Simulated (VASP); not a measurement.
A run of VASP 6.6.1 is set up as follows.

Contents of INCAR:

```
SYSTEM = GaP
PREC = Accurate
ENCUT = 520
EDIFF = 1E-6
ISMEAR = 0
SIGMA = 0.03
LREAL = .FALSE.
LASPH = .TRUE.
NELM = 80
ALGO = Normal
ISIF = 2
LWAVE = .FALSE.
LCHARG = .FALSE.
GGA = PS
NBANDS = 16
ICORELEVEL = 1
```

KPOINTS

```
Automatic mesh
0
G
  8 8 8
  0 0 0
```

File POSCAR:

```
GaP                                     
1.0
    0.0000000000      2.7184163017      2.7184163017
    2.7184163017      0.0000000000      2.7184163017
    2.7184163017      2.7184163017      0.0000000000
  Ga              P             
     1     1
Direct
     0.0000000000000000    0.0000000000000000    0.0000000000000000
     0.2500000000000000    0.2500000000000000    0.2500000000000000
```

File KPOINTS_OPT:

```
explicit points
209
Reciprocal
 0.0000000000  0.0000000000  0.0000000000 1
 0.0263157895  0.0000000000  0.0263157895 1
 0.0526315789  0.0000000000  0.0526315789 1
 0.0789473684  0.0000000000  0.0789473684 1
 0.1052631579  0.0000000000  0.1052631579 1
 0.1315789474  0.0000000000  0.1315789474 1
[... 201 lines left out ...]
 0.4250000000  0.0000000000  0.4250000000 1
 0.4500000000  0.0000000000  0.4500000000 1
```

Potentials or basis: VASP PAW PBE potentials, release 64 (Ga_d, P).

Run with:

```bash
$ cat potpaw_PBE.64/Ga_d/POTCAR potpaw_PBE.64/P/POTCAR > POTCAR
$ mpirun -np 1 vasp_std > vasp.out
```

(1) What does it give for the band gap on the k mesh?

(2) Estimate the band gap along the path.

Answers

(1) 1.50 eV, indirect (least direct gap 1.81 eV).

(2) 1.45 eV, indirect (least direct gap 1.81 eV).

**Experimental background.**

“Stacking defects in GaP nanowires: Electronic structure and optical properties”, 2018, arxiv:1810.01194 quotes, for a bulk crystal of GaP at 10 K: band gap 2.34 eV (indirect).

A measured gap of GaP is 2.34 eV (indirect; 10 K; quoted in “Stacking defects in GaP nanowires: Electronic structure and optical properties”, 2018, arxiv:1810.01194); the calculated 1.45 eV misses it by -0.89 eV. Spin-orbit coupling on Ga is left out. The value is that of PBEsol, without temperature or zero-point motion. Semilocal functionals fall short of measured gaps as a rule.
